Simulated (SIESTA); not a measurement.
Set up this calculation in SIESTA 5.4.2, as the native input.

- Task: single point
- Functional: PBEsol
- Potentials or basis: PseudoDojo 0.4 standard (PBEsol files)
- Basis: DZP (energy shift 0.003 Ry; two zetas on semicore shells)
- Grid cutoff: 800 Ry
- Energy shift: 0.003 Ry
- k mesh: 7 × 7 × 7
- Occupations: fermi-dirac, width 0.05 eV
- Spin: no spin polarisation

The system is CuO.

```
Cu O
1.0
     4.16094    0.00000    0.00000
     0.00000    4.16094    0.00000
     0.00000    0.00000    3.88764
Cu O
3 3
Direct
  0.50000 0.00000 0.50000
  0.00000 0.50000 0.50000
  0.00000 0.00000 0.00000
  0.00000 0.00000 0.50000
  0.50000 0.00000 0.00000
  0.00000 0.50000 0.00000
```

Measurements of this composition are mostly on another form, of space group No. 15.

The input as run:

CuO.fdf

```
SystemName                      CuO
SystemLabel                     CuO
NumberOfSpecies                 2
NumberOfAtoms                   6
%block ChemicalSpeciesLabel
  1  29 Cu
  2   8 O
%endblock ChemicalSpeciesLabel

LatticeConstant                 1.0 Ang
%block LatticeVectors
     4.1609370000     0.0000000000     0.0000000000
     0.0000000000     4.1609370000     0.0000000000
     0.0000000000     0.0000000000     3.8876430000
%endblock LatticeVectors
AtomicCoordinatesFormat         Fractional
%block AtomicCoordinatesAndAtomicSpecies
     0.5000000000     0.0000000000     0.5000000000  1  Cu
     0.0000000000     0.5000000000     0.5000000000  1  Cu
     0.0000000000     0.0000000000     0.0000000000  1  Cu
     0.0000000000     0.0000000000     0.5000000000  2  O
     0.5000000000     0.0000000000     0.0000000000  2  O
     0.0000000000     0.5000000000     0.0000000000  2  O
%endblock AtomicCoordinatesAndAtomicSpecies

%block kgrid.MonkhorstPack
    7   0   0  0.0
    0   7   0  0.0
    0   0   7  0.0
%endblock kgrid.MonkhorstPack
XC.Functional                   GGA
XC.Authors                      PBEsol
PAO.BasisSize                   DZP
PAO.EnergyShift                 0.003 Ry
Mesh.Cutoff                     800 Ry
OccupationFunction              FD
ElectronicTemperature           0.05 eV
MaxSCFIterations                120
SCF.MustConverge                false
SCF.Mixer.Method                Pulay
SCF.Mixer.Weight                0.25
SCF.Mixer.History               8
SCF.DM.Tolerance                5.0e-05
SCF.H.Tolerance                 1.0e-03 eV
WriteForces                     true
Charge.Mulliken                 end
Charge.Hirshfeld                end
Charge.Voronoi                  end
SaveRho                         true
SaveElectrostaticPotential      true
%block PAO.Basis
  Cu 5
  n=3 0 2
    2.374 0.000
  n=4 0 2
    7.224 0.000
  n=3 1 2
    2.662 0.000
  n=4 1 1
    7.224
  n=3 2 2
    4.908 0.000
%endblock PAO.Basis
```

Potentials or basis: PseudoDojo 0.4 standard (PBEsol files), DZP (energy shift 0.003 Ry; two zetas on semicore shells).

Run with:

```console
$ siesta < CuO.fdf > CuO.out 2>&1
```

Results of the run:

- Pressure: -3.6 GPa
- Band gap on the k mesh: none (metal or under the smearing width)
- Hirshfeld charges: Cu +0.38, +0.45; O -0.36, -0.43 e
- Voronoi charges: Cu +0.48, +0.58; O -0.46, -0.54 e

Caveat: Mulliken charges of long-ranged orbitals can have an unphysical sign; short orbitals over semicore shells can move pressures by several GPa; the basis of atomic orbitals isn't converged, which shifts pressures, moduli and gaps; an odd number of electrons without spin polarisation forces a metal; a magnetic or distorted state may lie lower; the run has no spin polarisation, though such a crystal can be magnetic; semilocal functionals often make such compounds metallic where correlation or magnetic order opens a gap, which also shifts bond lengths.

Wall time 97 s on 1 thread of AMD EPYC 7R43 64-Core Processor (Zen 3), on a shared host, peak memory 0.42 GiB.
